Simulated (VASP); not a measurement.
Set up this calculation in VASP 6.6.1, as an ASE script.

* Task: single point
* Functional: RPBE
* Potentials or basis: VASP PAW PBE potentials, release 64 (Bi_d, Te)
* Cutoff: 520 eV
* k mesh: 7 × 7 × 7
* Occupations: gaussian, width 0.1 eV
* Spin: no spin polarisation
* Further INCAR settings: ALGO = Fast; EDIFF = 1.00e-07; NBANDS = 18

The structure of BiTe lies in BiTe.cif:

```cif
data_BiTe
_cell_length_a 4.57498087
_cell_length_b 4.57498087
_cell_length_c 4.57498087
_cell_angle_alpha 60.00000000
_cell_angle_beta 60.00000000
_cell_angle_gamma 60.00000000
_space_group_name_H-M_alt 'P1'
_space_group_name_Hall 'P 1'
_space_group_IT_number 1
loop_
_space_group_symop_operation_xyz
'x,y,z'
loop_
_atom_site_label
_atom_site_type_symbol
_atom_site_symmetry_multiplicity
_atom_site_Wyckoff_symbol
_atom_site_fract_x
_atom_site_fract_y
_atom_site_fract_z
_atom_site_occupancy
Bi1 Bi 1 a 0.0000000000 0.0000000000 0.0000000000 1
Te1 Te 1 a 0.5000000000 0.5000000000 0.5000000000 1
```

One way to write it, as run:

run.py

```python
from ase.calculators.vasp import Vasp
from ase.dft.bandgap import bandgap
from ase.io import read

atoms = read('BiTe.cif')
calc = Vasp(
    directory='calc',
    xc='rpbe',
    pp='PBE',
    setups='materialsproject',
    prec='Accurate',
    encut=520,
    ediff=1e-07,
    ismear=0,
    sigma=0.1,
    lreal=False,
    lasph=True,
    nelm=100,
    algo='Fast',
    isif=2,
    lwave=False,
    lcharg=False,
    kpts=[7, 7, 7],
    gamma=True,
    nbands=18,
)
atoms.calc = calc

print('energy (eV):', atoms.get_potential_energy())
print('free energy (eV):', atoms.get_potential_energy(force_consistent=True))
print('forces (eV/A):')
print(atoms.get_forces())
print('stress (eV/A^3, Voigt):', atoms.get_stress())
print('Fermi level (eV):', calc.get_fermi_level())
gap, top, bottom = bandgap(calc)
print('band gap (eV):', gap, 'from (spin, k, band)', top, 'to', bottom)
```

Potentials or basis: VASP PAW PBE potentials, release 64 (Bi_d, Te).

Run with:

```sh
$ python run.py
```

It gave:

The pressure is 2.2 GPa. The band gap on the k mesh is none (metal or under the smearing width).

Caveat: the PAW data sets were made with another functional, which shifts forces and pressure a little; spin-orbit coupling is left out, which moves the levels of the heavy elements.

Run time: 19 s on 1 thread of Intel(R) Xeon(R) 6975P-C (Granite Rapids), with other jobs on the host, peak memory 0.21 GiB.
